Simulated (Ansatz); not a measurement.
# How much do the gradients of ZnO depend on the method?

Cell: an entry of the Crystallography Open Database (COD), ions relaxed with PBE at fixed cell.

```xyz
4
Lattice="3.2494 0.0000 0.0000 -1.6247 2.8141 0.0000 0.0000 0.0000 5.2038" Properties=species:S:1:pos:R:3 pbc="T T T"
Zn    0.0000    1.8760    0.0025
Zn    1.6247    0.9380    2.6044
O     0.0000    1.8760    1.9859
O     1.6247    0.9380    4.5878
```

Atom numbers follow the list; atoms alike are taken as one site, whose name carries the number of the first.

First run. The numbers come from a DFT calculation in Ansatz (PBE, plane waves and PAW, scalar-relativistic, 420 eV cutoff, Γ-centred 11×11×6 k-points, Fermi–Dirac smearing 0.02 eV).

```
site  atom  V_zz (10²¹ V/m²)     η
  Zn     1              0.54  0.00
   O     3             -0.29  0.00
```

Second run. The same atoms and settings, except that the functional is r2SCAN and the cutoff is 500 eV.

Q: Given the first result, estimate the second.

A: 

```csv
site,atom,V_zz,η,change of V_zz
Zn,1,0.55,0.00,+0.01
O,3,-0.28,0.00,+0.01
```

No V_zz moves by more than 0.01. In per cent, |V_zz| changes by +2 on Zn (all sites that start above 0.5).

For the first run: At this cell the principal stresses reach 5 GPa in size with PBE, which can matter for small gradients. With a gap of 0.8 eV on this mesh, small gradients can still move by 0.1 × 10²¹ V/m² or more as the k-mesh gets denser.
For the second run: With these PAW files V_zz is typically within 2 to 3 % of all-electron values, but misses above 10 % occur on Zn.
